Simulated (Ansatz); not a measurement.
**TiC: relaxation of cell and atoms with PBEsol+D3(BJ)**

Crystal: TiC.

```
Ti C
1.0
     0.00000    2.16572    2.16572
     2.16572    0.00000    2.16572
     2.16572    2.16572    0.00000
Ti C
1 1
Direct
  0.00000 0.00000 0.00000
  0.50000 0.50000 0.50000
```

The cell is a database's computed one.

```json
{
 "Program": "Ansatz 0.2.0",
 "Task": "relaxation of cell and atoms",
 "Functional": "PBEsol",
 "Dispersion": "D3(BJ)",
 "Potentials or basis": "all-electron LAPW, scalar-relativistic",
 "Basis error allowed": "0.001 eV/atom",
 "k mesh": "11 × 11 × 11",
 "Occupations": "fermi-dirac, width 0.05 eV",
 "Spin": "no spin polarisation"
}
```

| Item | Value |
| --- | --- |
| Relaxed volume | 9.64 Å³/atom |
| Relaxed cell | a = 3.010 Å, b = 3.010 Å, c = 3.010 Å, α = 60.00°, β = 60.00°, γ = 60.00° |
| Space group after relaxing (to 0.05 Å) | Fm-3m (No. 225) |
| Energy gained by relaxing | 22.4 meV/atom |
| Ionic steps | 5 |
| Pressure after relaxing | 0.0 GPa |

The path:
```csv
step,energy change (eV),largest force (eV/Å),volume (Å³)
1,0.0000,0.0000,20.32
2,-0.0443,0.0000,19.38
3,-0.0448,0.0000,19.27
4,-0.0448,0.0000,19.28
5,-0.0448,0.0000,19.28
```

Final structure:
```
CELL_PARAMETERS angstrom
0.00000 2.12835 2.12835
2.12835 0.00000 2.12835
2.12835 2.12835 0.00000
ATOMIC_POSITIONS crystal
Ti 0.00000 0.00000 0.00000
C 0.50000 0.50000 0.50000
```

Run time: 10 s on 1 thread of AMD EPYC 9R14 (Zen 4), with other jobs on the host, peak memory 0.36 GiB.
